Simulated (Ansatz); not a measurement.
Method: Ansatz, DFT PBE, scalar-relativistic, plane waves, PAW. Settings: cutoff 420 eV, Γ-centred meshes spaced at most about 0.3 Å⁻¹, and about 0.25 Å⁻¹ or finer for metals (2π included), Gaussian smearing. No spin polarisation.

All energies are static (0 K, no zero-point motion).

Question: Order these relaxed structures of GeSe5 by energy, lowest first, with the energy over the lowest of them.
A.

```xyz
6
Lattice="5.9845 0.0000 0.0000 0.0000 5.9845 0.0000 0.0000 0.0000 6.3981" Properties=species:S:1:pos:R:3 pbc="T T T"
Ge    2.9923    2.9923    1.9601
Se    0.7132    1.7034    3.3089
Se    5.2713    4.2811    3.3089
Se    4.2811    0.7132    3.3089
Se    1.7034    5.2713    3.3089
Se    2.9923    2.9923    4.3709
```

B.

```xyz
6
Lattice="5.3479 0.0000 0.0000 0.0000 4.7518 0.0000 -0.2683 0.0000 7.0373" Properties=species:S:1:pos:R:3 pbc="T T T"
Ge    0.0000    4.6321    0.0000
Se    1.8226    1.3436    0.8240
Se    3.2570    1.3436    6.2133
Se    4.3886    3.3857    1.8626
Se   -0.1342    0.1649    3.5186
Se    0.6910    3.3857    5.1746
```

Answer: B (0 meV/atom), A (198 meV/atom). Forms: B P2; A P4. Counting Se atoms around Ge (those within 1.25 times the shortest such distance or 1.15 times the sum of covalent radii, 1.27 where that leaves under three; a plus sign parts nearer from farther groups): B has Ge 4; A has Ge 1+4. B and A both hold Se–Se units of three or more atoms. Both come from invented guesses.

Weakly bound directions are ill-defined at this level, which has no dispersion term (P2, P4), and this can change margins and order among such cells. Cells relaxed within their symmetry can be saddle points. Some candidate types were left out of the draw beforehand, so a known form may be missing.
